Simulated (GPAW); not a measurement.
Runs of GPAW 26.7.0 on WS2. The cell holds a slab with vacuum, 6 atoms: a = 3.183 Å, b = 3.183 Å, c = 23.669 Å, α = 90.00°, β = 90.00°, γ = 120.00°. 

| task | level | potentials or basis | k mesh | band path | band points | mesh quality | gap on the mesh (eV) | V0 of scaled cells (Å³/atom) | B0 (GPa) | largest force (eV/Å) |
| --- | --- | --- | --- | --- | --- | --- | --- | --- | --- | --- |
| band structure | LDA | the program's PAW data sets (release 1.2.1) made for this functional, pw | 6 × 6 × 1 | GMKGALHA,LM,KH | 61 | not flagged | 1.43 | - | - | 0.44 |
| band structure | PBE | GPAW PAW data sets (gpaw-data 1.2.1), pw | 6 × 6 × 1 | GMKGALHA,LM,KH | 61 | not flagged | 1.46 | - | - | 0.29 |
| single point | PBE | GPAW PAW data sets (gpaw-data 1.2.1), pw | 10 × 10 × 2 | - | - | not flagged | 1.66 | - | - | 0.29 |
| equation of state | PBEsol | PAW data sets generated in the run's folder for this functional, pw | 6 × 6 × 1 | - | - | coarse | - | (c) | (b) | - |
| band structure | PBEsol | PAW data sets generated in the run's folder for this functional, pw | 6 × 6 × 1 | GMKGALHA,LM,KH | 61 | not flagged | 1.44 | - | - | (a) |
| band structure | r2SCAN | GPAW PAW data sets (gpaw-data 1.2.1), pw | 6 × 6 × 1 | GMKGALHA,LM,KH | 61 | not flagged | 1.56 | - | - | 0.01 |
| equation of state | LDA | the program's PAW data sets (release 1.2.1) made for this functional, pw | 6 × 6 × 1 | - | - | coarse | - | 33.33 | (d) | - |

Alike in all rows: no spin polarisation; cell as given; cutoff (eV) 600; smearing fermi-dirac 0.05 eV.

Estimate the missing entries.

(a) 0.10; (b) 87; (c) 34.01; (d) 91.

Caveats: some runs use coarse meshes; spin-orbit coupling is left out, which moves the levels of the heavy elements (some runs); the cell was scaled at fixed shape and fractional positions, which overstates the stiffness of a crystal with free parameters, most of all of layers and chains (some runs); the PAW data sets were made with another functional, which shifts forces and pressure a little (some runs).

A k mesh can miss the band edges, and the runs leave out spin-orbit coupling on W.
